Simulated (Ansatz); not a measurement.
Theory: DFT PBE, scalar-relativistic, plane waves, PAW in Ansatz 0.2.0. All cells share a 420 eV cutoff and Γ-centred k meshes spaced at most about 0.3 Å⁻¹ (about 0.25 or finer for metals, 2π included). No spin polarisation in the final relaxations.

All energies are static (0 K, no zero-point motion).

Two relaxed structures of P:

A.

```
CELL_PARAMETERS angstrom
-3.19272 3.19272 2.12629
3.19272 -3.19272 2.12629
3.19272 3.19272 -2.12629
ATOMIC_POSITIONS crystal
P 0.00000 0.00000 0.00000
P 0.89755 0.63732 0.26022
P 0.36268 0.62290 0.26022
P 0.36268 0.10245 0.73978
P 0.37710 0.63732 0.73978
```

B.

```
CELL_PARAMETERS angstrom
2.43307 -2.45449 0.00000
2.43307 2.45449 0.00000
0.00000 0.00000 7.40634
ATOMIC_POSITIONS crystal
P 0.73511 0.26489 0.00000
P 0.26489 0.73511 0.00000
P 0.24094 0.75906 0.66655
P 0.75906 0.24094 0.33345
P 0.75906 0.24094 0.66655
P 0.24094 0.75906 0.33345
```

Question: Which would you expect to be lower, and how large is the difference?

Answer: B is lower, by 108 meV/atom. A has space group I-4m2 (No. 119), 17.3 Å³/atom and no gap on its mesh; B has space group Cmmm (No. 65), 14.7 Å³/atom and no gap. Counting all near atoms (those within 1.25 times the shortest such distance or 1.15 times the sum of covalent radii; a plus sign parts nearer from farther groups; a slash parts the counts of unlike sites), A has P 4/3+2 and B has P 6. The denser one is the lower, and pressure would at first widen the difference. In A, around P on a site of symmetry -4m2 lie 4 P at 2.27 Å; P on a site of symmetry m has 3 P at 2.27–2.37 Å and 2 P at 2.62 Å. In B, P on a site of symmetry m2m has 6 P at 2.31–2.60 Å; P on a site of symmetry m is surrounded by 6 P at 2.37–2.54 Å. Both come from invented guesses. The part of the Crystallography Open Database at hand lists P in space groups No. 2, 13, 64, 123; no cell shown has one of them.

Cells relaxed within their symmetry can be saddle points.
